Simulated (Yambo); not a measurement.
A run of Yambo 5.3.0 is set up as follows.

g0w05.in

```
gw0
dyson
el_el_corr
rim_cut
HF_and_locXC
ppa
em1d
RandQpts= 1000000
RandGvec= 50 RL
EXXRLvcs= 40 Ry
VXCRLvcs= 40 Ry
Chimod= "HARTREE"
% BndsRnXp
 1 | 53 |
%
NGsBlkXp= 18 Ry
% LongDrXp
 1 | 1 | 1 |
%
PPAPntXp= 27.21138 eV
% GbndRnge
 1 | 53 |
%
GTermKind= "none"
DysSolver= "n"
ExtendOut
% QPkrange
 1 | 1 | 13 | 14 |
%
```

The input scf.in:

```
&CONTROL
  calculation = 'scf'
  prefix = 'pwscf'
  outdir = './tmp'
  pseudo_dir = './pseudo'
/
&SYSTEM
  ibrav = 0
  nat = 2
  ntyp = 2
  ecutwfc = 70
  nbnd = 20
  occupations = 'smearing'
  smearing = 'fd'
  degauss = 0.00367493
  force_symmorphic = .true.
/
&ELECTRONS
  conv_thr = 4d-10
  electron_maxstep = 120
  mixing_beta = 0.5
/
ATOMIC_SPECIES
Cd   112.4140 Cd_ONCV_PBE-1.2.upf
Se    78.9710 Se_ONCV_PBE-1.2.upf
CELL_PARAMETERS bohr
   0.0000000000    5.8019716937    5.8019716937
   5.8019716937    0.0000000000    5.8019716937
   5.8019716937    5.8019716937    0.0000000000
ATOMIC_POSITIONS bohr
Cd     0.0000000000    0.0000000000    0.0000000000
Se     2.9009858468    2.9009858468    2.9009858468
K_POINTS automatic
8 8 8 0 0 0
```

The input nscf.in:

```
&CONTROL
  calculation = 'nscf'
  prefix = 'pwscf'
  outdir = './tmp'
  pseudo_dir = './pseudo'
/
&SYSTEM
  ibrav = 0
  nat = 2
  ntyp = 2
  ecutwfc = 70
  nbnd = 53
  occupations = 'fixed'
  force_symmorphic = .true.
/
&ELECTRONS
  conv_thr = 1d-08
  diago_full_acc = .true.
  diago_thr_init = 1d-06
/
ATOMIC_SPECIES
Cd   112.4140 Cd_ONCV_PBE-1.2.upf
Se    78.9710 Se_ONCV_PBE-1.2.upf
CELL_PARAMETERS bohr
   0.0000000000    5.8019716937    5.8019716937
   5.8019716937    0.0000000000    5.8019716937
   5.8019716937    5.8019716937    0.0000000000
ATOMIC_POSITIONS bohr
Cd     0.0000000000    0.0000000000    0.0000000000
Se     2.9009858468    2.9009858468    2.9009858468
K_POINTS automatic
4 4 4 0 0 0
```

Potentials or basis: SG15 PBE 1.2.

Launch:

```bash
$ OMP_NUM_THREADS=1 pw.x -in scf.in > scf.out
$ OMP_NUM_THREADS=1 pw.x -in nscf.in > nscf.out
$ cd tmp/pwscf.save; p2y; mv SAVE ../..; cd ../..
$ OMP_NUM_THREADS=1 yambo
$ mkdir -p g0w05; ln -s $PWD/g0w00/ndb.pp* g0w05/
$ mkdir -p g0w05; ln -s $PWD/g0w00/ndb.RIM g0w05/
$ OMP_NUM_THREADS=1 yambo -F g0w05.in -J g0w05 -C g0w05_out
```

Question: Predict the quasiparticle gap.

Answer: 0.86 eV.

Question: Estimate the least direct quasiparticle gap.

Answer: 0.86 eV.

Question: Estimate the quasiparticle gap at Γ.

Answer: 0.86 eV.

Question: What does it give for the band gap of the same states before the correction?

Answer: 0.54 eV.

Question: Estimate the band gap on the k mesh, mean-field level.

Answer: 0.54 eV, direct.

Quasiparticle terms (eV):
```csv
k point,band,Kohn-Sham level,Vxc,Σx,Σc,Z,result
"(0.000, 0.000, 0.000)",13,0.00,-13.59,-15.91,2.19,0.79,-0.10
"(0.000, 0.000, 0.000)",14,0.54,-10.55,-7.33,-2.95,0.81,0.76
```

Caveat: the k mesh is coarse (spacing up to 0.44 Å⁻¹), so the values aren't converged; the screening block or the number of bands is too small for a converged GW gap; this version prints the column dSc/dw multiplied by 27.2. A k mesh can miss the band edges.
